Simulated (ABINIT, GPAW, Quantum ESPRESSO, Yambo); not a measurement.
Cost and result for the band gap of SrCl2

It takes space group Fm-3m (No. 225, cubic). Conventional cell: a = 6.977 Å, b = 6.977 Å, c = 6.977 Å, α = 90.00°, β = 90.00°, γ = 90.00°. Around Sr (site symmetry m-3m) lie 8 Cl at 3.02 Å. Cl (site symmetry -43m) is surrounded by 4 Sr at 3.02 Å.

```csv
rung,level,program and potentials,cutoff (eV),k mesh,task,core time,chip,band gap (eV),notes
Hartree-Fock,Hartree-Fock on PBEsol,"Yambo, PseudoDojo 0.4.1 SR PBEsol standard",925,4 × 4 × 4,Hartree-Fock levels,2.1 s,Intel Xeon 6975P-C Granite Rapids,13.62,-
Hartree-Fock,Hartree-Fock on LDA,"Yambo, PseudoDojo 0.4.1 SR LDA standard",925,4 × 4 × 4,Hartree-Fock levels,5.3 s,Intel Xeon Platinum 8259CL Skylake/Cascade Lake,(a),-
GGA,PBEsol,"Quantum ESPRESSO, GBRV 1.5 PBEsol",612,7 × 7 × 7,band structure,97 s,Arm Neoverse V2,(b),from the band path
model potential,TB-mBJ,"GPAW, GPAW PAW data sets for LDA (gpaw-data 1.2.1)",600,8 × 8 × 8,single point,1.8 min,Arm Neoverse V2,7.40,potentials made for LDA
LDA,LDA,"Quantum ESPRESSO, GBRV 1.5 LDA",612,7 × 7 × 7,band structure,1.9 min,Arm Neoverse V1,4.88,from the band path
GGA,PBE,"GPAW, GPAW PAW data sets (gpaw-data 1.2.1)",600,7 × 7 × 7,band structure,2.4 min,Arm Neoverse V1,5.34,from the band path
LDA,LDA,"ABINIT, JTH PAW LDA v2.0",680,7 × 7 × 7,band structure,2.9 min,Intel Xeon 6975P-C Granite Rapids,4.88,from the band path
GGA,PBE,"ABINIT, JTH PAW PBE v2.0",680,7 × 7 × 7,band structure,3.1 min,Intel Xeon 6975P-C Granite Rapids,5.34,from the band path
meta-GGA,r2SCAN,"GPAW, GPAW PAW data sets (gpaw-data 1.2.1)",600,7 × 7 × 7,band structure,8.1 min,Arm Neoverse V1,5.97,potentials made for PBE; from the band path
```

Times are single runs on shared hosts and different chips, so they are rough; meshes, cutoffs and the tasks' sizes weigh on the time. All rows: no spin polarisation. Gaps are the least found on the k mesh or the band path, and a mesh can miss the band edges. The cell comes from a database and isn't always the measured one. Meshes differ between rows, which moves values too. All levels ran on this one cell, unrelaxed unless noted. Meshes are those of the run's cell of 3 atoms unless a note names another. Runs on faulty files, with rough fits or with known faults for this quantity aren't shown. No row holds spin-orbit coupling.

Task: Estimate the values left out from the other rows.

Result: (a) 13.66 eV; (b) 5.14 eV.
